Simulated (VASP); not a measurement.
Write the native input for VASP 6.6.1 that does the following.

```yaml
Task: relaxation of cell and atoms
Functional: PBEsol
Potentials_or_basis: VASP PAW PBE potentials, release 64 (K_sv, Ta_pv, O)
Cutoff: 600 eV
k_mesh: 8 × 8 × 8
Occupations: gaussian, width 0.03 eV
Spin: no spin polarisation
Further_INCAR_settings: ALGO = Normal; EDIFF = 1e-07; IBRION = 2; EDIFFG = -0.005; NSW = 90; ISIF = 3
```

The structure of KTaO3 lies in POSCAR:

```
KTaO3                                   
1.0
    3.9890690674     -0.0000000000      0.0000000000
    0.0000000000      3.9890690674     -0.0000000000
    0.0000000000      0.0000000000      3.9890690674
  K               Ta              O             
     1     1     3
Direct
     0.5000000000000000    0.5000000000000000    0.5000000000000000
     0.0000000000000000    0.0000000000000000    0.0000000000000000
     0.5000000000000000    0.0000000000000000    0.0000000000000000
     0.0000000000000000    0.5000000000000000    0.0000000000000000
     0.0000000000000000    0.0000000000000000    0.5000000000000000
```

One way to write it, as run:

INCAR

```
SYSTEM = KTaO3
ALGO = Normal
EDIFF = 1E-7
EDIFFG = -0.005
ENCUT = 600
GGA = PS
IBRION = 2
ISIF = 3
ISMEAR = 0
KPAR = 4
LASPH = .TRUE.
LCHARG = .FALSE.
LREAL = .FALSE.
LWAVE = .FALSE.
NELM = 80
NSW = 90
PREC = Accurate
SIGMA = 0.03
```

KPOINTS

```
k-points
0
G
  8 8 8
  0 0 0
```

Potentials or basis: VASP PAW PBE potentials, release 64 (K_sv, Ta_pv, O).

Run with:

```sh
$ cat potpaw_PBE.64/K_sv/POTCAR potpaw_PBE.64/Ta_pv/POTCAR potpaw_PBE.64/O/POTCAR > POTCAR
$ mpirun -np 4 vasp_std > vasp.out
```

It gave:

| Property | Result |
| --- | --- |
| Pressure after relaxing | 0.0 GPa |
| Band gap on the k mesh | 2.09 eV, indirect (least direct gap 2.71 eV) |

Caveat: the relaxation stopped at its first step, so nothing moved; the PAW data sets were made with another functional, which shifts forces and pressure a little; spin-orbit coupling is left out, which moves the levels of the heavy elements.

Run time: 10 s on 4 MPI ranks on AMD EPYC 9R45 (Zen 5), on a shared host, peak memory 0.19 GiB a rank.
